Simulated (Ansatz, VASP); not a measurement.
## AlN in two plane-wave programs

One calculation is typed for both programs; each brings its own data sets and cutoff. How far apart do they land? The cell is taken from a series of VASP runs on this material, whose earlier steps may have relaxed, scaled or displaced it; both programs get it as it stands.

Main program and level: Ansatz 0.2.0; plane waves, with VASP 6.6.1 beside it; band structure at PBE, dielectric response at PBE and single point at PBE.

### 1. The starting structure

The structure is hexagonal, space group P6_3mc (No. 186). The conventional cell has a = 3.128 Å, b = 3.128 Å, c = 5.018 Å, α = 90.00°, β = 90.00°, γ = 120.00°. Nearest to Al lie 4 N at 1.90 to 1.91 Å. Nearest to N lie 4 Al at 1.90 to 1.91 Å. Farther neighbours and most contacts between anions are not listed.

As a file:

```xyz
4
Lattice="3.1279 0.0000 0.0000 -1.5640 2.7089 0.0000 0.0000 0.0000 5.0184" Properties=species:S:1:pos:R:3 pbc="T T T"
Al    0.0000    1.8059    5.0151
Al    1.5640    0.9030    2.5059
N     0.0000    1.8059    1.9103
N     1.5640    0.9030    4.4195
```

### 2. VASP: band structure, PBE

Levels along a path test the potential and the projectors away from the mesh points.

Lines of VASP's logs that name or quote its potential files are left out, and so is its time.

INCAR reads:

```
SYSTEM = AlN
PREC = Accurate
ENCUT = 520
EDIFF = 1E-06
NELM = 100
ISMEAR = 0
SIGMA = 0.05
LREAL = .FALSE.
ALGO = Normal
GGA = PE
NBANDS = 22
LORBIT = 11
LWAVE = .FALSE.
LCHARG = .FALSE.
KPAR = 4
```

POSCAR reads:

```
AlN
1.0
    3.1279388183      0.0000000000      0.0000000000
   -1.5639694091      2.7088744781      0.0000000000
    0.0000000000      0.0000000000      5.0184391277
Al N
2 2
Direct
    0.3333333333      0.6666666667      0.9993397674
    0.6666666667      0.3333333333      0.4993397674
    0.3333333333      0.6666666667      0.3806602326
    0.6666666667      0.3333333333      0.8806602326
```

KPOINTS reads:

```
Automatic mesh
0
Gamma
8 8 5
0 0 0
```

KPOINTS_OPT reads:

```
Line mode
16
Line-mode
Reciprocal
  0.00000000   0.00000000   0.00000000 GAMMA
  0.50000000   0.00000000   0.00000000 M

  0.50000000   0.00000000   0.00000000 M
  0.33333333   0.33333333   0.00000000 K

  0.33333333   0.33333333   0.00000000 K
  0.00000000   0.00000000   0.00000000 GAMMA

  0.00000000   0.00000000   0.00000000 GAMMA
  0.00000000   0.00000000   0.50000000 A

  0.00000000   0.00000000   0.50000000 A
  0.50000000   0.00000000   0.50000000 L

  0.50000000   0.00000000   0.50000000 L
  0.33333333   0.33333333   0.50000000 H

  0.33333333   0.33333333   0.50000000 H
  0.00000000   0.00000000   0.50000000 A

  0.50000000   0.00000000   0.50000000 L
  0.50000000   0.00000000   0.00000000 M

  0.33333333   0.33333333   0.00000000 K
  0.33333333   0.33333333   0.50000000 H
```

The projector-augmented-wave data sets are Al and N (PBE family, release 64).

On the command line:

```
$ mpirun -np 4 vasp_std
```

Numbers of over 12 decimals in the logs are rounded to 6 here.

What it wrote:

```text
[banner, memory and clock lines left out]
running    4 mpi-ranks, on    1 nodes
 distrk:  each k-point on    1 cores,    4 groups
 distr:  one band on    1 cores,    1 groups

 POSCAR found type information on POSCAR AlN
 POSCAR found :  2 types and       4 ions
 LDA part: xc-table for (Slater+PW92), standard interpolation
 POSCAR, INCAR and KPOINTS ok, starting setup
 FFT: planning ... GRIDC
 FFT: planning ... GRID_SOFT
 FFT: planning ... GRID
 WAVECAR not read
 entering main loop
       N       E                     dE             d eps       ncg     rms          rms(c)
DAV:   1     0.370095423101E+02    0.37010E+02   -0.68850E+03  1320   0.649E+02
DAV:   2    -0.314290246887E+02   -0.68439E+02   -0.64255E+02  1644   0.158E+02
DAV:   3    -0.344433384858E+02   -0.30143E+01   -0.29955E+01  1652   0.308E+01
DAV:   4    -0.344618271857E+02   -0.18489E-01   -0.18487E-01  1530   0.265E+00
DAV:   5    -0.344620869284E+02   -0.25974E-03   -0.25974E-03  1632   0.317E-01    0.121E+01
DAV:   6    -0.297650001250E+02    0.46971E+01   -0.71232E+00  1594   0.172E+01    0.396E+00
DAV:   7    -0.297925418585E+02   -0.27542E-01   -0.64756E-01  1566   0.451E+00    0.297E+00
DAV:   8    -0.297865468875E+02    0.59950E-02   -0.60162E-02  1434   0.179E+00    0.837E-01
DAV:   9    -0.297800076678E+02    0.65392E-02   -0.83430E-03  1578   0.633E-01    0.292E-01
DAV:  10    -0.297804924422E+02   -0.48477E-03   -0.23151E-03  1524   0.251E-01    0.130E-01
DAV:  11    -0.297804391399E+02    0.53302E-04   -0.10866E-04  1584   0.738E-02    0.339E-02
DAV:  12    -0.297804424091E+02   -0.32693E-05   -0.98539E-06  1514   0.189E-02    0.745E-03
DAV:  13    -0.297804419583E+02    0.45089E-06   -0.27835E-06  1582   0.110E-02
   1 F= -.29780442E+02 E0= -.29780442E+02  d E =-.293446E-21
 Start KPOINTS_OPT (optional k-point list driver)
k-point batch [1-30\144]
       N       E                     dE             ncg
DAV:   1     0.230400315387E+04   -0.11073E+05     1320
DAV:   2     0.453078810279E+03   -0.18509E+04     1704
DAV:   3     0.370331231197E+03   -0.82748E+02     1628
DAV:   4     0.369787188392E+03   -0.54404E+00     1542
DAV:   5     0.369778954075E+03   -0.82343E-02     1620
DAV:   6     0.369778777434E+03   -0.17664E-03     1518
DAV:   7     0.369778773255E+03   -0.41797E-05     1550
DAV:   8     0.369778773072E+03   -0.18261E-06     1134
[...]
k-point batch [121-144\144]
       N       E                     dE             ncg
DAV:   1     0.565062752037E+04   -0.14850E+05     1056
DAV:   2     0.431949130814E+04   -0.13311E+04     1364
DAV:   3     0.426655410615E+04   -0.52937E+02     1338
DAV:   4     0.426619321791E+04   -0.36089E+00     1236
DAV:   5     0.426618737298E+04   -0.58449E-02     1304
DAV:   6     0.426618724833E+04   -0.12465E-03     1230
DAV:   7     0.426618724551E+04   -0.28240E-05     1202
DAV:   8     0.426618724533E+04   -0.17455E-06      876
```

Parts of OUTCAR (step 2):

```text
ion  position               nearest neighbor table
   1  0.333  0.667  0.999-   4 1.90   4 1.90   4 1.90   3 1.91   2 3.09   2 3.09   2 3.09   2 3.09
                             2 3.09   2 3.09
   2  0.667  0.333  0.499-   3 1.90   3 1.90   3 1.90   4 1.91   1 3.09   1 3.09   1 3.09   1 3.09
                             1 3.09   1 3.09
   3  0.333  0.667  0.381-   2 1.90   2 1.90   2 1.90   1 1.91
   4  0.667  0.333  0.881-   1 1.90   1 1.90   1 1.90   2 1.91

  LATTYP: Found a hexagonal cell.
 ALAT       =     3.1279388183
 C/A-ratio  =     1.6043917158

 Subroutine GETGRP returns: Found 12 space group operations
 (whereof  6 operations were pure point group operations)

The static configuration has the point symmetry C_3v.
 The point group associated with its full space group is C_6v.

 Found     30 irreducible k-points:

   k-points           NKPTS =     30   k-points in BZ     NKDIM =     30   number of bands    NBANDS=     22

   dimension x,y,z NGX =    24 NGY =   24 NGZ =   40
   dimension x,y,z NGXF=    48 NGYF=   48 NGZF=   80

   ENCUT  =  520.0 eV  38.22 Ry    6.18 a.u.   5.82  5.82  9.33*2*pi/ulx,y,z

   NELECT =      16.0000    total number of electrons

 k-points in reciprocal lattice and weights: Automatic mesh
   0.00000000  0.00000000  0.00000000       0.003
   0.12500000  0.00000000  0.00000000       0.019
   0.25000000  0.00000000  0.00000000       0.019
   0.37500000  0.00000000  0.00000000       0.019
   0.50000000  0.00000000  0.00000000       0.009
   0.12500000  0.12500000  0.00000000       0.019
   0.25000000  0.12500000  0.00000000       0.038
   0.37500000  0.12500000  0.00000000       0.038
   0.25000000  0.25000000  0.00000000       0.019
[...]
0.25000000  0.25000000  0.40000000       0.038
   0.37500000  0.25000000  0.40000000       0.038

 average (electrostatic) potential at core
       1 -71.9091       2 -71.9091       3 -60.1348       4 -60.1348

 E-fermi :   6.2884

 k-point     1 :       0.0000    0.0000    0.0000
  band No.  band energies     occupation
    ...
      4       5.1361      2.00000
      5       5.1361      2.00000
      6       5.7767      2.00000
      7       5.7767      2.00000
      8       5.9712      2.00000
      9      10.0316      0.00000
     10      12.5047      0.00000
     11      16.4380      0.00000
     12      17.0218      0.00000
     13      17.0218      0.00000
    ...

 k-point     2 :       0.1250    0.0000    0.0000
  band No.  band energies     occupation
    ...
      4       4.2742      2.00000
      5       4.8975      2.00000
      6       4.9511      2.00000
      7       5.7369      2.00000
      8       5.8816      2.00000
      9      10.8674      0.00000
     10      13.2385      0.00000
     11      15.6485      0.00000
     12      15.9600      0.00000
     13      17.5713      0.00000
    ...

 k-point     3 :       0.2500    0.0000    0.0000
  band No.  band energies     occupation
    ...
      4       2.5702      2.00000
      5       3.5338      2.00000
      6       4.4393      2.00000
      7       5.5415      2.00000
      8       5.5708      2.00000
      9      12.0425      0.00000
     10      13.4903      0.00000
     11      13.9782      0.00000
     12      15.8705      0.00000
     13      17.4674      0.00000
    ...

  Total        0.0175022      0.0175022     -0.0194474      0.0000000      0.0000000      0.0000000
  in kB        0.6594568      0.6594568     -0.7327523      0.0000000      0.0000000      0.0000000
  external PRESSURE =       0.1953871 kB  Pullay stress =       0.0000000 kB

  energy-cutoff  :      520.00
  volume of cell :       42.52
      direct lattice vectors                 reciprocal lattice vectors
     3.127938818  0.000000000  0.000000000     0.319699348  0.184578504  0.000000000
    -1.563969409  2.708874478  0.000000000     0.000000000  0.369157009  0.000000000
     0.000000000  0.000000000  5.018439128     0.000000000  0.000000000  0.199265145

 POSITION                                       TOTAL-FORCE (eV/Angst)
 -----------------------------------------------------------------------------------
     -0.00000      1.80592      5.01513         0.000000      0.000000     -0.004416
      1.56397      0.90296      2.50591        -0.000000      0.000000     -0.004416
     -0.00000      1.80592      1.91032         0.000000     -0.000000      0.004416
      1.56397      0.90296      4.41954        -0.000000      0.000000      0.004416
 -----------------------------------------------------------------------------------
    total drift:                               -0.000000     -0.000000      0.000625

  FREE ENERGIE OF THE ION-ELECTRON SYSTEM (eV)
  ---------------------------------------------------
  free  energy   TOTEN  =       -29.7804419583 eV

  energy  without entropy=      -29.7804419583  energy(sigma->0) =      -29.78044196

 total charge
# of ion       s       p       d       tot
------------------------------------------
    1        0.366   0.431   0.000   0.797
    2        0.366   0.431   0.000   0.797
    3        1.222   2.627   0.000   3.849
    4        1.222   2.627   0.000   3.849
--------------------------------------------------
tot          3.175   6.116   0.000   9.292

[... 3 further parts left out ...]
```

The run ends at a pressure of 0.02 GPa, with forces up to 0.0044 eV/Å.

### 3. Ansatz: band structure, PBE

Ansatz runs on its default PAW (the set named soft_2) files.

The same cell, functional, mesh and smearing now go to Ansatz, which takes its cutoff from its data sets.

input.yaml reads:

```yaml
crystal:
  lattice:
    - [3.1279388183, 0.0, 0.0]
    - [-1.5639694091, 2.7088744781, 0.0]
    - [0.0, 0.0, 5.0184391277]
  atoms:
    - { symbol: Al, position: [0.3333333333, 0.6666666667, 0.9993397674] }
    - { symbol: Al, position: [0.6666666667, 0.3333333333, 0.4993397674] }
    - { symbol: "N", position: [0.3333333333, 0.6666666667, 0.3806602326] }
    - { symbol: "N", position: [0.6666666667, 0.3333333333, 0.8806602326] }
hamiltonian:
  xc: pbe
  pseudopotentials: { kind: paw }
kpoints:
  mp_grid: { grid: [8, 8, 5] }
  band_path:
    path:
      - [0.0, 0.0, 0.0]
      - [0.13333, 0.0, 0.0]
      - [0.3, 0.0, 0.0]
      - [0.46667, 0.0, 0.0]
      - [0.46667, 0.06667, 0.0]
      - [0.41111, 0.17778, 0.0]
      - [0.35556, 0.28889, 0.0]
      - [0.28889, 0.28889, 0.0]
      - [0.17778, 0.17778, 0.0]
      - [0.06667, 0.06667, 0.0]
      - [0.0, 0.0, 0.03333]
      - [0.0, 0.0, 0.2]
      - [0.0, 0.0, 0.36667]
      - [0.0, 0.0, 0.5]
      - [0.16667, 0.0, 0.5]
      - [0.3, 0.0, 0.5]
      - [0.46667, 0.0, 0.5]
      - [0.46667, 0.06667, 0.5]
      - [0.41111, 0.17778, 0.5]
      - [0.35556, 0.28889, 0.5]
      - [0.28889, 0.28889, 0.5]
      - [0.17778, 0.17778, 0.5]
      - [0.06667, 0.06667, 0.5]
      - [0.5, 0.0, 0.46667]
      - [0.5, 0.0, 0.3]
      - [0.5, 0.0, 0.13333]
      - [0.33333, 0.33333, 0.0]
      - [0.33333, 0.33333, 0.16667]
      - [0.33333, 0.33333, 0.33333]
      - [0.33333, 0.33333, 0.5]
    npoints: 1
scf:
  occupations: { method: gaussian, width: 0.05 }
  n_extra_bands: 8
output:
  forces: true
  stress: true
  eigenvalues: true
  write_density: true
  write_potential: true
  elf: true
  volumetric_format: npy
```

On the command line:

```
$ ansatz run input.yaml --threads 2 --pin off --max-ram 4608MiB --backend cpu --events-out ev --progress --plain --runs-dir out
```

What it wrote:

```text
scf.n_extra_bands = 8 over 8 filled bands (N_el = 16.0): the run solves 16 bands
Engine: ansatz 0.2.0, aarch64-unknown-linux-gnu
Pseudopotentials: kind: paw
Pseudopotential: Al, paw, valence charge 3, recommended cutoff 420 eV (normal), Al.paw.azcp
Pseudopotential: N, paw, valence charge 5, recommended cutoff 420 eV (normal), N.paw.azcp
Functional definition: PBE
  parameter kappa = 0.804
  parameter beta = 0.066725
  exchange = pbe_x(kappa = kappa, mu = beta*pi^2/3)
  correlation = pbe_c(beta = beta)
Crystal: 4 atoms, lattice volume = 42.522 Å³
Basis set: ecut = 420 eV, 833 PW (Γ), exchange–correlation on 48×48×72 points (8 copies of the dense FFT grid, shifted against one another)
Bands: 16, of which v1, the nominal top of the filled ones, is band 8 counted from 1 (7 counted from 0)
Symmetry: 12 space group operations
Space group: P63mc (ITA 186), of the structure as read, at distance tolerance 3.5e-5 Å
k-points: 30 of 320 (time reversal used)
Non-local potential: Al, projectors of the file, l = 0: 2, l = 1: 2, l = 2: 1
Non-local potential: N, projectors of the file, l = 0: 2, l = 1: 2, l = 2: 1
PAW form: soft (Blöchl's): semilocal exchange-correlation on the pseudo side does not see the compensation charge
PAW one-centre angular grid: Al, 110 points (default); XC on 64 Gauss nodes
PAW one-centre angular grid: N, 110 points (default); XC on 64 Gauss nodes
Initial density: superposition of atomic densities (neutral atoms: chi_scale 0, normalization atom), corrected by the library's trained network
Initial wavefunctions: pseudopotential atomic-orbital guess
Functional: x = pbe(κ = 0.804, μ = 0.219515), c = pbe(β = 0.066725)
SCF iter   1: F=—  HF=-1848.507725 eV  |F-HF|=—  |Δ(HF+E_count)|=         —  Δρ=8.14e-4  dr2=1.35e-4  ethr=1.77e-3  ⟨swp⟩=5.4  Hψ=2752  notcnv=0  defer=9
preconditioner: auto → none  [insulator: Δε(μ)=4.047 eV  Ē_g=15.212 eV  σ=0.050 eV  W_gap=1.00  n_scr=2 (ndim 8)  ℏωp=22.8 eV  f_vac=0.000  D(μ)=0.00/eV (n_scr^D=0)  ε∞_Penn≈3.2]
SCF iter   2: F=—  HF=-1848.508050 eV  |F-HF|=—  |Δ(HF+E_count)|=   3.25e-4  Δρ=4.02e-4  dr2=2.48e-5  ethr=8.44e-7  ⟨swp⟩=2.3  Hψ=903  notcnv=0  defer=28
SCF iter   3: F=—  HF=-1848.507892 eV  |F-HF|=—  |Δ(HF+E_count)|=   1.57e-4  Δρ=4.87e-5  dr2=3.67e-7  ethr=1.55e-7  ⟨swp⟩=2.0  Hψ=621  notcnv=0  defer=28
iter 4 did not close the SCF: its close was put off for the readings that it lacked (scf_convergence_deferred on its scf_iter line)
SCF iter   4: F=-1848.507893 eV  HF=-1848.507893 eV  |F-HF|=1.40e-8  |Δ(HF+E_count)|=   7.72e-7  Δρ=1.06e-5  dr2=2.19e-8  ethr=2.30e-9  ⟨swp⟩=2.7  Hψ=660  notcnv=0  defer=28
iter 5 did not close the SCF: its close was put off for the readings that it lacked (scf_convergence_deferred on its scf_iter line)
SCF iter   5: F=-1848.507893 eV  HF=-1848.507893 eV  |F-HF|=6.64e-11  |Δ(HF+E_count)|=   1.61e-8  Δρ=2.07e-6  dr2=6.87e-10  ethr=1.37e-10  ⟨swp⟩=2.9  Hψ=676  notcnv=0  defer=28
SCF iter   6: F=-1848.507893 eV  HF=-1848.507893 eV  |F-HF|=2.27e-12  |Δ(HF+E_count)|=  1.09e-10  Δρ=2.76e-7  dr2=1.23e-11  ethr=4.29e-12  ⟨swp⟩=7.5  Hψ=2705  notcnv=0
SCF 1 converged in 6 iterations: F = -1848.507893 eV  dr2 = 1.23e-11
  greatest PAW one-centre occupation: 0.787 electrons in one spin orbital (limit 2), on the N atom at site 3 (counted from 0), in its partial waves of l = 0
NSCF: frozen V_eff on 30 k-points
SCF converged after 6 iterations
Free energy (F): -1848.507893 eV
Harris-Foulkes:  -1848.507893 eV  (|F-HF|=2.27e-12)
Internal energy: -1848.507893 eV  (E = F + TS)
E sigma→0 (E₀):  -1848.507893 eV
Fermi energy:    8.977092 eV
--- Per-component energies (eV) ---
  E_band       = 28.039163
  E_kinetic    = 317.440522
  E_local      = -451.351465  (includes V_loc(G=0)·N_el)
  E_nonlocal   = 110.532587
  E_hartree    = 156.565086
  E_xc         = -203.284720
  E_vxc        = -215.424721  (∫ρ·V_xc dr)
  E_paw        = -1190.087114  (= ΣΔE_a)
  E_vpaw       = -46.288156  (= ΣTr[D̂ρ^β])
  E_aug_tail   = 0.000195  (compensation charges beyond the density's cutoff)
  E_ewald      = -588.322986
  E_smearing   = -0.000000  (= −TS)
  E_closure    = 0.000000  (closes the sum)
  Σ components = -1848.507893   (vs F -1848.507893, Δ=0.00e0)
--- Forces (eV/Å), atoms counted from 1 ---
  atom   1  Al     0.00000000     0.00000000    -0.00501717
  atom   2  Al     0.00000000    -0.00000000    -0.00501717
  atom   3  N     -0.00000000    -0.00000000     0.00500445
  atom   4  N      0.00000000     0.00000000     0.00500445
  max |Σ_I F_I| component: 2.55e-5 eV/Å
--- Stress (GPa, compression-positive) ---
        0.351130       0.000000       0.000000
        0.000000       0.351130      -0.000000
        0.000000       0.000000       0.148838
  P = ⅓ Tr σ = 0.2837 GPa (2.837 kbar)
--- Band table (eV; the first three rows and the last of 30) ---
  k-point 0: bands = [... 4 lower, 6.1195, 6.7570, 6.7570, 6.9517, 11.0025, 13.4900, 17.4150, 18.0111, ... 4 higher]
  k-point 1: bands = [... 4 lower, 6.1769, 6.1769, 6.6930, 6.6930, 11.6839, 13.5754, 17.1801, 17.9779, ... 4 higher]
  k-point 2: bands = [... 4 lower, 6.3316, 6.3316, 6.5285, 6.5285, 12.8307, 13.5410, 16.9577, 17.5664, ... 4 higher]
  k-point 29: bands = [... 4 lower, 3.2662, 3.8501, 5.8868, 6.1354, 13.3735, 14.1684, 15.2081, 15.4954, ... 4 higher]
```

Run time: 1.8 s. Hardware: 2 threads of Arm Neoverse V1, shared host; peak memory 0.28 GiB.

### 4. Differences

Known differences besides the potentials themselves: the cutoff is 420 eV in Ansatz and 520 eV in VASP; VASP leaves aspherical gradient terms in its spheres out (LASPH is not set), Ansatz keeps them. Total energies have different zeros and are not compared.

Compared:

```
                                        quantity  Ansatz   VASP  difference
                                  pressure (GPa)    0.28   0.02       +0.26
pressure without Ansatz's Pulay correction (GPa)   -0.21   0.02       -0.23
                   gap over the path points (eV)   4.051  4.060      -0.009
```

Levels at points of the path, from each program's valence-band top (eV; 4 filled, then empty):

```
k (reciprocal lattice)                                  Ansatz                                    VASP
     0.000 0.000 0.000  -0.83 -0.20 -0.20 0.00 4.05 6.54 10.46  -0.83 -0.19 -0.19 0.00 4.06 6.53 10.47
     0.133 0.000 0.000  -1.11 -1.10 -0.24 -0.10 4.98 7.35 9.56  -1.11 -1.10 -0.24 -0.10 4.99 7.34 9.57
     0.300 0.000 0.000  -2.97 -1.70 -0.66 -0.48 6.22 7.01 7.79  -2.97 -1.70 -0.66 -0.48 6.21 7.01 7.79
     0.467 0.000 0.000  -3.36 -2.03 -1.67 -0.67 5.79 5.81 8.03  -3.37 -2.04 -1.67 -0.67 5.79 5.81 8.03
     0.467 0.067 0.000  -3.24 -2.22 -1.75 -0.83 5.74 6.04 8.16  -3.25 -2.23 -1.75 -0.84 5.74 6.03 8.16
     0.411 0.178 0.000  -3.04 -3.00 -1.85 -1.59 5.46 7.22 8.79  -3.05 -3.00 -1.85 -1.59 5.46 7.22 8.80
     0.356 0.289 0.000  -3.71 -2.56 -2.33 -2.13 5.10 8.20 9.41  -3.72 -2.56 -2.33 -2.14 5.09 8.21 9.42
     0.289 0.289 0.000  -3.35 -2.89 -2.17 -1.85 5.24 8.08 9.21  -3.35 -2.90 -2.17 -1.86 5.24 8.09 9.22
     0.178 0.178 0.000  -3.48 -1.81 -0.98 -0.67 6.89 7.15 8.41  -3.49 -1.81 -0.98 -0.67 6.89 7.15 8.41
     0.067 0.067 0.000  -1.23 -0.76 -0.26 -0.07 4.79 7.20 9.81  -1.23 -0.76 -0.27 -0.07 4.80 7.19 9.81
```

Among the levels compared at these points, filled levels agree within 9 meV and empty ones within 11 meV. Ansatz's pressure holds a Pulay correction of 0.49 GPa; VASP's holds none.

(Part 1 of 2 ends here.)

[Lines on the potential files, build, host, timing and source positions are cut from VASP's logs without a mark.]

[Logs are printed without paths, hosts, clocks, repeated set-up lines and the standing remarks that a program may print on its own settings, such as how far it seeks lower states.]

[Hosts, paths, dates, database ids (printed as entryN), source tags and the programs' standing remarks are cut or masked in the printed files.]
